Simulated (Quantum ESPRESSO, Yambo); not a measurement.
Planning a run of Yambo 5.3.0 on KF (Carobbiite). The input:

```
HF_and_locXC
gw0
dyson
ppa
em1d
rim_cut
RandQpts= 1000000
RandGvec= 1 RL
EXXRLvcs= 72 Ry
VXCRLvcs= 288 Ry
Chimod= "HARTREE"
% BndsRnXp
 1 | 64 |
%
NGsBlkXp= 15.5 Ry
% LongDrXp
 1 | 1 | 1 |
%
% GbndRnge
 1 | 64 |
%
DysSolver= "n"
ExtendOut
PPAPntXp= 27.21138 eV
% QPkrange
 1 | 1 | 7 | 10 |
%
```

```sh
OMP_NUM_THREADS=1 mpirun -n 8 yambo -F gw2.in -J gw2 -C gw2 > gw2.log
```

The stored states that it reads are on a 4×4×4 mesh. Symmetry: Fm-3m, No. 225, cubic system. The conventional cell has a = 5.344 Å, b = 5.344 Å, c = 5.344 Å, α = 90.00°, β = 90.00°, γ = 90.00°. Nearest to K lie 6 F at 2.67 Å. Nearest to F lie 6 K at 2.67 Å. Farther neighbours and most contacts between anions are not listed.

Question: Estimate wall time and host memory on 8 MPI ranks of Arm Neoverse V1, shared host.

It took 20 s; on shared hardware allow 10 s to 40 s. Peak host memory was 2.6 GiB.

The screening grows as filled bands × empty bands × pairs of k points, times the square of the screening basis for the matrix.

[Paths, hosts, dates, memory and timing lines, banners, echoed tables and standing remarks are left out of the program output.]

[Logs are printed without paths, hosts, clocks, repeated set-up lines and the standing remarks that a program may print on its own settings, such as how far it seeks lower states.]

[Runs of the session that timed out or met a known fault of the program may be left out.]

[Hosts, paths, dates, database ids (printed as entryN), source tags and the programs' standing remarks are cut or masked in the printed files.]
